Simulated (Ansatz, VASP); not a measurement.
# C in VASP and in Ansatz

```xyz
8
Lattice="2.5221 0.0000 0.0000 -1.2611 2.1842 0.0000 0.0000 0.0000 8.2371" Properties=species:S:1:pos:R:3 pbc="T T T"
C     1.2611    0.7281    6.9501
C     0.0000    1.4561    2.8315
C     1.2611    0.7281    5.4056
C     0.0000    1.4561    1.2870
C     0.0000    0.0000    7.4649
C     0.0000    0.0000    3.3463
C     0.0000    0.0000    4.8908
C     0.0000    0.0000    0.7722
```

This is a hexagonal form of diamond, not graphite.

Alike in both runs: task relaxation of cell and atoms; functional RPBE; dispersion D4; k mesh 12 × 12 × 4; occupations fermi-dirac, width 0.05 eV; no spin polarisation.

|  | VASP | Ansatz |
| --- | --- | --- |
| version | VASP 6.6.1 | Ansatz 0.2.0 |
| potentials or method | VASP PAW PBE potentials, release 64 (C) | Ansatz PAW |
| plane-wave cutoff (eV) | 600 | 420 |
| valence electrons in the cell | 32 | 32 |

|  | VASP | Ansatz | Ansatz less VASP |
| --- | --- | --- | --- |
| relaxed volume (Å³/atom) | 5.59 | 5.60 | +0.003 |
| relaxed cell length with the largest relative difference (Å) | 2.502 | 2.503 | +0.0005 |
| energy change over the relaxation (meV/atom) | -4 | -4 | +0.1 |

Caveats: the PAW data sets were made with another functional, which shifts forces and pressure a little (VASP); the plane-wave basis is chosen anew once the cell has moved, so the energies of steps on either side of that aren't comparable (Ansatz); the pressure holds a Pulay correction of +0.9 GPa for the finite cutoff (Ansatz); the PAW data sets come from PBE, with cores solved anew for the run's functional, which leaves a small shift of forces and pressure (Ansatz). A k mesh can miss the band edges.
